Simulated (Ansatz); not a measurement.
# GaN (Fm-3m) in Ansatz: further runs, part 3 of 3

Ansatz 0.2.0. The steps go on from the part before.

### Step 6. Band structure, r2SCAN50

Input file input:

```
crystal:
  lattice:
    - [0.0, 2.135235, 2.135235]
    - [2.135235, 0.0, 2.135235]
    - [2.135235, 2.135235, 0.0]
  atoms:
    - { symbol: Ga, position: [0.0, 0.0, 0.0] }
    - { symbol: "N", position: [0.5, 0.5, 0.5] }
hamiltonian:
  xc: r2scan50
  pseudopotentials: { kind: paw }
kpoints:
  mp_grid: { grid: [6, 6, 6] }
  band_path:
    path:
      - [[0.0, 0.0, 0.0], [0.5, 0.0, 0.5], [0.5, 0.25, 0.75], [0.375, 0.375, 0.75], [0.0, 0.0, 0.0], [0.5, 0.5, 0.5], [0.625, 0.25, 0.625], [0.5, 0.25, 0.75], [0.5, 0.5, 0.5], [0.375, 0.375, 0.75]]
      - [[0.625, 0.25, 0.625], [0.5, 0.0, 0.5]]
    npoints: 4
scf:
  occupations: { method: fermi_dirac, width: 0.05 }
  n_extra_bands: 6
output:
  forces: true
  stress: true
  eigenvalues: true
  fatbands: false
```

Potentials or basis: Ansatz PAW.

The program printed:

```text
Warning: output.stress: scf.convergence.dr2_threshold = 1e-7 eV (the SCF's general default) is looser than the 2e-10 eV advised for a printed stress (1e-10 eV for each atom of the cell: 2). What an SCF threshold leaves in a stress goes as its square root, and in the free energy as the threshold itself, and one threshold admits the most on a small cell: of the crystals measured, under no hybrid functional and no lock of the moments, on runs that ended without the residual-converged pass, on stresses that held no estimate of that error, the worst erred by over 100 MPa in a component at 1e-7 eV an atom and by under 5 at 1e-10. Set scf.convergence.dr2_threshold to 2e-10 eV or tighter. The threshold is an SCF's pass mark: one that does not reach it within its budget of iterations ends unconverged, or closes short of it on a stop that the run arms, and scf.convergence.dr2_threshold's page says what that costs each kind of run
Warning: output.stress: scf.exx.energy_threshold = 1e-6 eV is looser than the 2e-8 eV advised for a stress under a hybrid functional (1e-8 eV for each atom of the cell: 2). Every SCF of the exchange loop can meet its threshold on dr2 while the loop round them stops early: no threshold on dr2 bounds what that leaves in the stress. Set scf.exx.energy_threshold to 2e-8 eV or tighter. The threshold is the loop's pass mark: a loop that does not reach it within its budget of cycles ends unconverged, and scf.exx.energy_threshold's page has the law
scf.n_extra_bands = 6 over 9 filled bands (N_el = 18.0): the run solves 15 bands
GPUs: using 1 of 1 available (devices: 1).
Engine: ansatz 0.2.0, x86_64-unknown-linux-gnu
Pseudopotentials: kind: paw
Pseudopotential: Ga, paw, valence charge 13, recommended cutoff 500 eV (meta_gga), Ga.paw.azcp
Pseudopotential: N, paw, valence charge 5, recommended cutoff 500 eV (meta_gga), N.paw.azcp
Functional definition: r2SCAN50
  parameter a = 0.5
  parameter k0 = 0.174
  parameter k1 = 0.065
  parameter a1 = 4.9479
  exchange = (1 - a)*r2scan_x(k0 = k0, k1 = k1, a1 = a1) + a*exact_x
  correlation = r2scan_c
device memory: the entry about to start is reckoned to put 0.5 GiB on a device that reports 45.4 GiB free (of which the cap on the GPU budget leaves the run 18.0 GiB)
GPU FFT provider: cuFFT
GPU libraries: cuBLAS 13.8.2, cuFFT 12.4.0, cuSOLVER 12.3.4
Crystal: 2 atoms, lattice volume = 19.470 Å³
Basis set: ecut = 500 eV, 531 PW (Γ), exchange–correlation on 96×96×96 points (64 copies of the dense FFT grid, shifted against one another)
Bands: 15, of which v1, the nominal top of the filled ones, is band 9 counted from 1 (8 counted from 0)
Symmetry: 48 space group operations
Space group: Fm-3m (ITA 225), of the structure as read, at distance tolerance 2.7e-5 Å
k-points: 16 of 216
Non-local potential: Ga, projectors of the file, l = 0: 2, l = 1: 2, l = 2: 3, l = 3: 1
Non-local potential: N, projectors of the file, l = 0: 2, l = 1: 2, l = 2: 1
PAW form: soft (Blöchl's): semilocal exchange-correlation on the pseudo side does not see the compensation charge
PAW frozen core: Ga, regenerated for the run's functional, and the local potential with it (the file was generated under x = pbe(κ = 0.804, μ = 0.2195149727645171), c = pbe(β = 0.06672455060314922))
PAW frozen core: N, regenerated for the run's functional, and the local potential with it (the file was generated under x = pbe(κ = 0.804, μ = 0.2195149727645171), c = pbe(β = 0.06672455060314922))
PAW one-centre angular grid: Ga, 590 points (default); XC on 160 Gauss nodes
[... 64 lines left out ...]
device memory: the entry about to start is reckoned to put 0.4 GiB on a device that reports 45.6 GiB free (of which the cap on the GPU budget leaves the run 18.0 GiB)
NSCF: frozen V_eff on 42 k-points, pencils in batches of 32, up to order 68
hybrid SCF converged: 3 outer / 14 inner (+5 warm-up), last move |dexx| = 1.25e-8 eV, tail = 1.59e-8 eV
Stability not checked: this state was not tested for a lower state beside it, because the functional holds exact exchange (a hybrid, or Hartree-Fock), whose exchange loop this test does not read (fock_operator; see scf.lower_state_search)
Free energy (F): -4172.713651 eV
Frozen-core exchange: fock
Harris-Foulkes:  -4172.713651 eV  (|F-HF|=3.10e-9)
Internal energy: -4172.713651 eV  (E = F + TS)
E sigma→0 (E₀):  -4172.713651 eV
Fermi energy:    12.610498 eV
--- Per-component energies (eV) ---
  E_band       = -64.666956
  E_kinetic    = 245.801996
  E_local      = -1699.671359  (includes V_loc(G=0)·N_el)
  E_nonlocal   = 480.147825
  E_hartree    = 802.434773
  E_xc         = -66.621529
  E_vxc        = -74.048408  (∫ρ·V_xc dr)
  E_exx        = -139.571016  (= α·E_x^exact, valence–valence)
  E_paw        = -2056.584704  (= ΣΔE_a)
  E_vpaw       = -344.470998  (= ΣTr[D̂ρ^β])
  E_aug_tail   = -0.000024  (compensation charges beyond the density's cutoff)
  E_vtau       = 1.849471  (kinetic-family band-sum trace: ∫τ·v_τ [+ j·A + Jᵃ·Aᵃ] dr)
  E_ewald      = -1738.436881
  E_core_change = -0.212732  (= ΣΔE_core)
  E_smearing   = -0.000000  (= −TS)
  E_closure    = -0.000000  (closes the sum)
  Σ components = -4172.713651   (vs F -4172.713651, Δ=9.09e-13)
--- Forces (eV/Å), atoms counted from 1 ---
  atom   1  Ga     0.00000000    -0.00000000    -0.00000000
  atom   2  N      0.00000000    -0.00000000    -0.00000000
  max |Σ_I F_I| component: 6.68e-29 eV/Å
--- Stress (GPa, compression-positive) ---
      -20.128235       0.000000      -0.000000
        0.000000     -20.128235       0.000000
       -0.000000       0.000000     -20.128235
  P = ⅓ Tr σ = -20.1282 GPa (-201.282 kbar)
--- Band table (eV; the first three rows and the last of 16) ---
  k-point 0: bands = ["-10.1836", "-8.8778", "-8.8778", "-8.8485", "-8.8485", "-8.8485", "9.7855", "9.7855", "9.7855", "16.4007", "29.3528", "29.3528", "29.3528", "31.0545", "31.6676"]
  k-point 1: bands = ["-9.6066", "-8.9206", "-8.9206", "-8.8532", "-8.8104", "-8.8104", "6.9463", "9.8150", "9.8150", "18.4775", "25.7573", "27.9025", "27.9025", "30.9453", "31.5159"]
  k-point 2: bands = ["-9.0121", "-9.0121", "-8.9460", "-8.7272", "-8.7272", "-8.0156", "2.8871", "9.9282", "9.9282", "19.4101", "24.8719", "25.0811", "25.0811", "30.8268", "34.6753"]
  k-point 15: bands = ["-9.8850", "-8.9094", "-8.8880", "-8.7332", "-8.6255", "-4.4489", "3.1175", "5.3851", "5.6724", "18.2294", "23.9775", "26.7264", "26.7917", "32.0894", "37.2049"]
```

Wall time 52 s (1 × NVIDIA H100 80GB HBM3 with 2 threads of AMD EPYC 7R13 (Zen 3), shared host); peak memory 1.9 GiB.

Results:

```yaml
Free_energy: -4172.7137 eV
Pressure: -20.1 GPa
Band_gap_on_the_k_mesh: 4.58 eV, indirect (least direct gap 6.62 eV)
Band_gap_along_the_path: 4.60 eV, indirect (least direct gap 6.62 eV)
```

Levels at the corners of the path, in eV from the valence-band top:
| point | band 7 | band 8 | band 9 | band 10 | band 11 | band 12 |
| --- | --- | --- | --- | --- | --- | --- |
| Γ | -0.48 | -0.48 | -0.48 | 6.14 | 19.09 | 19.09 |
| X | -8.09 | -3.40 | -3.40 | 4.60 | 11.77 | 17.57 |
| W | -6.10 | -6.10 | -4.90 | 9.57 | 14.73 | 15.27 |
| K | -7.02 | -6.36 | -2.39 | 7.36 | 13.62 | 16.53 |
| Γ | -0.48 | -0.48 | -0.48 | 6.14 | 19.09 | 19.09 |
| L | -9.45 | -0.25 | -0.25 | 8.78 | 13.70 | 13.70 |
| U | -7.02 | -6.36 | -2.39 | 7.36 | 13.62 | 16.53 |
| W | -6.10 | -6.10 | -4.90 | 9.57 | 14.73 | 15.27 |
| L | -9.45 | -0.25 | -0.25 | 8.78 | 13.70 | 13.70 |
| K | -7.02 | -6.36 | -2.39 | 7.36 | 13.62 | 16.53 |
| U | -7.02 | -6.36 | -2.39 | 7.36 | 13.62 | 16.53 |
| X | -8.09 | -3.40 | -3.40 | 4.60 | 11.77 | 17.57 |

Caveat: the k mesh is coarse (spacing up to 0.42 Å⁻¹), so the values aren't converged, least of all with exact exchange; so large a pressure means that the cell lies far from this level's equilibrium, or that cutoff or potentials fall short; the PAW data sets come from PBE, with cores solved anew for the run's functional, which leaves a small shift of forces and pressure; the thresholds are loose for stress.

### Step 7. Band structure, HF

Edit input of step 6 so:

```diff
@@ -9,3 +9,3 @@
 hamiltonian:
-  xc: r2scan50
+  xc: hf
   pseudopotentials: { kind: paw }
```

Potentials or basis: Ansatz PAW.

The program printed:

```text
Warning: output.stress: scf.convergence.dr2_threshold = 1e-7 eV (the SCF's general default) is looser than the 2e-10 eV advised for a printed stress (1e-10 eV for each atom of the cell: 2). What an SCF threshold leaves in a stress goes as its square root, and in the free energy as the threshold itself, and one threshold admits the most on a small cell: of the crystals measured, under no hybrid functional and no lock of the moments, on runs that ended without the residual-converged pass, on stresses that held no estimate of that error, the worst erred by over 100 MPa in a component at 1e-7 eV an atom and by under 5 at 1e-10. Set scf.convergence.dr2_threshold to 2e-10 eV or tighter. The threshold is an SCF's pass mark: one that does not reach it within its budget of iterations ends unconverged, or closes short of it on a stop that the run arms, and scf.convergence.dr2_threshold's page says what that costs each kind of run
Warning: output.stress: scf.exx.energy_threshold = 1e-6 eV is looser than the 2e-8 eV advised for a stress under a hybrid functional (1e-8 eV for each atom of the cell: 2). Every SCF of the exchange loop can meet its threshold on dr2 while the loop round them stops early: no threshold on dr2 bounds what that leaves in the stress. Set scf.exx.energy_threshold to 2e-8 eV or tighter. The threshold is the loop's pass mark: a loop that does not reach it within its budget of cycles ends unconverged, and scf.exx.energy_threshold's page has the law
scf.n_extra_bands = 6 over 9 filled bands (N_el = 18.0): the run solves 15 bands
GPUs: using 1 of 1 available (devices: 1).
Engine: ansatz 0.2.0, x86_64-unknown-linux-gnu
Pseudopotentials: kind: paw
Pseudopotential: Ga, paw, valence charge 13, recommended cutoff 420 eV (normal), Ga.paw.azcp
Pseudopotential: N, paw, valence charge 5, recommended cutoff 420 eV (normal), N.paw.azcp
Functional definition: HF
  exchange = exact_x
  correlation = 0
device memory: the entry about to start is reckoned to put 0.4 GiB on a device that reports 56.2 GiB free (of which the cap on the GPU budget leaves the run 18.0 GiB)
GPU FFT provider: cuFFT
GPU libraries: cuBLAS 13.8.2, cuFFT 12.4.0, cuSOLVER 12.3.4
Crystal: 2 atoms, lattice volume = 19.470 Å³
Basis set: ecut = 420 eV, 339 PW (Γ)
Bands: 15, of which v1, the nominal top of the filled ones, is band 9 counted from 1 (8 counted from 0)
Symmetry: 48 space group operations
Space group: Fm-3m (ITA 225), of the structure as read, at distance tolerance 2.7e-5 Å
k-points: 16 of 216
Non-local potential: Ga, projectors of the file, l = 0: 2, l = 1: 2, l = 2: 3, l = 3: 1
Non-local potential: N, projectors of the file, l = 0: 2, l = 1: 2, l = 2: 1
PAW form: soft (Blöchl's): semilocal exchange-correlation on the pseudo side does not see the compensation charge
PAW frozen core: Ga, regenerated for the run's functional, and the local potential with it (the file was generated under x = pbe(κ = 0.804, μ = 0.2195149727645171), c = pbe(β = 0.06672455060314922))
PAW frozen core: N, regenerated for the run's functional, and the local potential with it (the file was generated under x = pbe(κ = 0.804, μ = 0.2195149727645171), c = pbe(β = 0.06672455060314922))
PAW one-centre angular grid: Ga, 590 points (default); XC on 64 Gauss nodes
PAW one-centre angular grid: N, 110 points (default); XC on 64 Gauss nodes
Initial density: superposition of atomic densities (neutral atoms: chi_scale 0, normalization atom), corrected by the library's trained network
Initial wavefunctions: pseudopotential atomic-orbital guess
GPU buffer pool allocated for 13824 grid points (all kernels)
GPU transforms: local potential and band sums: pruned to the plane-wave sphere, on 24×24×24
Functional: x = pbe(κ = 0.804, μ = 0.2195149727645171), c = none, warm-up for x = 0 pbe(κ = 0.804, μ = 0.2195149727645171) + 1 exact, c = none
SCF iter   1: F=—  HF=-4118.773577 eV  |F-HF|=—  |Δ(HF+E_count)|=         —  Δρ=1.91e-2  dr2=7.06e-2  ethr=1.77e-3  ⟨swp⟩=9.0  Hψ=1094  notcnv=0
preconditioner: auto → none  [insulator: Δε(μ)=0.598 eV  Ē_g=22.330 eV  σ=0.050 eV  W_gap=0.99  n_scr=8 (ndim 8)  ℏωp=35.7 eV  f_vac=0.000  D(μ)=0.01/eV (n_scr^D=0)]
SCF iter   2: F=—  HF=-4118.754299 eV  |F-HF|=—  |Δ(HF+E_count)|=   1.93e-2  Δρ=6.94e-3  dr2=9.46e-3  ethr=3.92e-4  ⟨swp⟩=3.1  Hψ=505  notcnv=0  defer=2
iter 3 solved again at ethr=1.75e-6 eV; its pass at ethr=5.26e-5 eV (dr2=3.16e-4 eV) is discarded
SCF iter   3: F=—  HF=-4118.752303 eV  |F-HF|=—  |Δ(HF+E_count)|=   2.00e-3  Δρ=1.20e-3  dr2=3.11e-4  ethr=1.75e-6  ⟨swp⟩=3.1  Hψ=1004  notcnv=0
SCF iter   4: F=—  HF=-4118.752192 eV  |F-HF|=—  |Δ(HF+E_count)|=   1.10e-4  Δρ=6.14e-4  dr2=2.71e-5  ethr=1.73e-6  ⟨swp⟩=3.2  Hψ=511  notcnv=0
SCF iter   5: F=—  HF=-4118.752213 eV  |F-HF|=—  |Δ(HF+E_count)|=   2.11e-5  Δρ=1.39e-4  dr2=2.28e-6  ethr=1.51e-7  ⟨swp⟩=3.1  Hψ=499  notcnv=0
SCF iter   6: F=—  HF=-4118.752212 eV  |F-HF|=—  |Δ(HF+E_count)|=   1.04e-6  Δρ=1.66e-5  dr2=4.52e-8  ethr=1.26e-8  ⟨swp⟩=3.0  Hψ=472  notcnv=0
SCF iter   7: F=-4118.752212 eV  HF=-4118.752212 eV  |F-HF|=0.00e0  |Δ(HF+E_count)|=   1.04e-8  Δρ=1.11e-6  dr2=8.98e-11  ethr=2.51e-10  ⟨swp⟩=3.0  Hψ=460  notcnv=0
[... 51 lines left out ...]
SCF 4 stopped early in 8 iterations: F = -4121.975593 eV  dr2 = 1.49e-6
hybrid outer 3: dexx = +1.131e-3 eV, tail = 6.84e-6 eV, Δε = 6.99e-2 eV (about 3.38e-3 eV left of the loop's levels)
GPU FFT provider: cuFFT
GPU libraries: cuBLAS 13.8.2, cuFFT 12.4.0, cuSOLVER 12.3.4
GPU buffer pool allocated for 13824 grid points (all kernels)
GPU transforms: local potential and band sums: pruned to the plane-wave sphere, on 24×24×24
Exchange kernel: α = 1.0000, full range, Wigner–Seitz truncation, v(0) = 9032.1816 eV·Å³, q-mesh 6×6×6, nearest image of the exchange supercell L = 18.12 Å, pair-density grid 15×15×15, without the augmentation charges, whose exchange is taken in its separable form by FFT convolution over the k-point mesh (sized by the pseudopotential files, 18×18×18 at the most), smooth part of the exact exchange by density-matrix convolution in up to 1.22 GiB of GPU memory as planned if the GPU has room (build and FFT work areas not counted)
Frozen-core exchange: fock
SCF iter   1: F=—  HF=-4121.975607 eV  |F-HF|=—  |Δ(HF+E_count)|=         —  Δρ=5.18e-5  dr2=2.75e-7  ethr=1.90e-7  ⟨swp⟩=3.1  Hψ=503  notcnv=0
preconditioner: auto → none  [insulator: Δε(μ)=9.105 eV  Ē_g=38.799 eV  σ=0.050 eV  W_gap=1.00  n_scr=8 (ndim 8)  ℏωp=35.7 eV  f_vac=0.000  D(μ)=0.00/eV (n_scr^D=0)]
SCF iter   2: F=—  HF=-4121.975607 eV  |F-HF|=—  |Δ(HF+E_count)|=   4.33e-7  Δρ=3.58e-5  dr2=9.18e-8  ethr=8.84e-10  ⟨swp⟩=4.1  Hψ=631  notcnv=0
SCF iter   3: F=-4121.975607 eV  HF=-4121.975607 eV  |F-HF|=7.76e-9  |Δ(HF+E_count)|=   2.83e-8  Δρ=3.44e-6  dr2=2.37e-9  ethr=4.18e-10  ⟨swp⟩=3.3  Hψ=516  notcnv=0
SCF 5 converged in 3 iterations: F = -4121.975607 eV  dr2 = 2.37e-9
  Residual-converged pass: ⟨swp⟩=3.0  Hψ=434  notcnv=0  max |occ|·‖R‖ = 2.3e-6 eV (tolerance 2.4e-6 eV)  dr2=2.36e-9  dr2_onsite=9.63e-9  max |Δocc| = 0.0e0
hybrid outer 4: dexx = +6.737e-7 eV, tail = 3.98e-8 eV, Δε = 1.14e-3 eV (about 1.45e-4 eV left of the loop's levels)
device memory: the entry about to start is reckoned to put 0.3 GiB on a device that reports 56.7 GiB free (of which the cap on the GPU budget leaves the run 18.0 GiB)
NSCF: frozen V_eff on 42 k-points, pencils in batches of 32, up to order 68
hybrid SCF converged: 4 outer / 21 inner (+7 warm-up), last move |dexx| = 6.74e-7 eV, tail = 3.98e-8 eV
Stability not checked: this state was not tested for a lower state beside it, because the functional holds exact exchange (a hybrid, or Hartree-Fock), whose exchange loop this test does not read (fock_operator; see scf.lower_state_search)
Free energy (F): -4121.975607 eV
Frozen-core exchange: fock
Harris-Foulkes:  -4121.975608 eV  (|F-HF|=7.76e-9)
Internal energy: -4121.975607 eV  (E = F + TS)
E sigma→0 (E₀):  -4121.975607 eV
Fermi energy:    13.842336 eV
--- Per-component energies (eV) ---
  E_band       = -134.187440
  E_kinetic    = 246.614513
  E_local      = -1695.644138  (includes V_loc(G=0)·N_el)
  E_nonlocal   = 472.861480
  E_hartree    = 808.412707
  E_xc         = 0.000000
  E_vxc        = 0.000000  (∫ρ·V_xc dr)
  E_exx        = -281.178939  (= α·E_x^exact, valence–valence)
  E_paw        = -1934.685577  (= ΣΔE_a)
  E_vpaw       = -212.487101  (= ΣTr[D̂ρ^β])
  E_aug_tail   = -0.000188  (compensation charges beyond the density's cutoff)
  E_ewald      = -1738.436881
  E_core_change = 0.081418  (= ΣΔE_core)
  E_smearing   = -0.000000  (= −TS)
  E_closure    = -0.000003  (closes the sum)
  Σ components = -4121.975607   (vs F -4121.975607, Δ=9.09e-13)
--- Forces (eV/Å), atoms counted from 1 ---
  atom   1  Ga     0.00000000    -0.00000000    -0.00000000
  atom   2  N      0.00000000    -0.00000000    -0.00000000
  max |Σ_I F_I| component: 2.02e-29 eV/Å
--- Stress (GPa, compression-positive) ---
      -12.884468       0.000000      -0.000000
        0.000000     -12.884468       0.000000
       -0.000000       0.000000     -12.884468
  P = ⅓ Tr σ = -12.8845 GPa (-128.845 kbar)
--- Band table (eV; the first three rows and the last of 16) ---
  k-point 0: bands = ["-14.3788", "-14.3788", "-14.2432", "-14.2432", "-14.2432", "-13.9205", "8.7451", "8.7451", "8.7451", "20.1465", "33.1576", "33.1576", "33.1576", "35.0865", "36.3195"]
  k-point 1: bands = ["-14.4147", "-14.4147", "-14.2592", "-14.2146", "-14.2146", "-13.2755", "5.7768", "8.7634", "8.7634", "22.2319", "29.6738", "31.9586", "31.9586", "35.3466", "35.6005"]
  k-point 2: bands = ["-14.4949", "-14.4949", "-14.2971", "-14.1459", "-14.1459", "-11.6066", "1.2186", "8.8531", "8.8531", "23.0895", "28.9735", "28.9735", "29.3052", "35.1081", "38.9342"]
  k-point 15: bands = ["-15.1605", "-14.3929", "-14.2916", "-14.1384", "-14.0477", "-8.0879", "1.4134", "3.9090", "4.4825", "21.7951", "27.6918", "31.0573", "31.1915", "36.8347", "41.7205"]
```

Run time: 38 s. Hardware: 1 × NVIDIA H100 80GB HBM3 with 2 threads of AMD EPYC 7R13 (Zen 3), shared host; peak memory 1.7 GiB.

What came out:

| Quantity | Value |
| --- | --- |
| Free energy | -4121.9756 eV |
| Pressure | -12.9 GPa |
| Band gap on the k mesh | 9.11 eV, indirect (least direct gap 11.40 eV) |
| Band gap along the path | 9.14 eV, indirect (least direct gap 11.40 eV) |

Levels at the corners of the path, in eV from the valence-band top:
```
point  band 6  band 7  band 8  band 9  band 10  band 11  band 12  band 13
    Γ  -23.15   -0.48   -0.48   -0.48    10.92    23.93    23.93    23.93
    X  -17.19   -8.84   -3.70   -3.70     9.14    16.22    23.31    26.14
    W  -17.35   -6.66   -6.66   -5.04    14.31    19.90    20.37    20.37
    K  -17.54   -7.67   -6.78   -2.60    11.97    18.52    21.99    23.34
    Γ  -23.15   -0.48   -0.48   -0.48    10.92    23.93    23.93    23.93
    L  -19.62  -10.31   -0.30   -0.30    13.41    18.56    18.56    20.74
    U  -17.54   -7.67   -6.78   -2.60    11.97    18.52    21.99    23.34
    W  -17.35   -6.66   -6.66   -5.04    14.31    19.90    20.37    20.37
    L  -19.62  -10.31   -0.30   -0.30    13.41    18.56    18.56    20.74
    K  -17.54   -7.67   -6.78   -2.60    11.97    18.52    21.99    23.34
    U  -17.54   -7.67   -6.78   -2.60    11.97    18.52    21.99    23.34
    X  -17.19   -8.84   -3.70   -3.70     9.14    16.22    23.31    26.14
```

Caveat: the k mesh is coarse (spacing up to 0.42 Å⁻¹), so the values aren't converged, least of all with exact exchange; the pressure holds a Pulay correction of +0.7 GPa for the finite cutoff; the PAW data sets come from PBE, with cores solved anew for the run's functional, which leaves a small shift of forces and pressure; the thresholds are loose for stress.

### Step 8. Summary

```csv
level,cutoff (eV),gap on the mesh (eV),pressure (GPa)
HSE03,420,1.40,-9.4
HSEsol,420,1.50,-15.0
r2SCAN0,500,2.69,-14.7
r2SCANh,500,1.60,-11.1
r2SCAN50,500,4.58,-20.1
HF,420,9.11,-12.9
```

Alike in all rows: task band structure; potentials or basis Ansatz PAW; no spin polarisation; cell as given; k mesh 6 × 6 × 6; smearing fermi-dirac 0.05 eV; the mesh is coarse, so values aren't converged.

Caveats: all runs use coarse meshes; the PAW data sets come from PBE, with cores solved anew for the run's functional, which leaves a small shift of forces and pressure; the thresholds are loose for stress; so large a pressure means that the cell lies far from this level's equilibrium, or that cutoff or potentials fall short (some runs).

Total energies depend on the potentials used, so only differences within one code and one set of settings carry meaning.
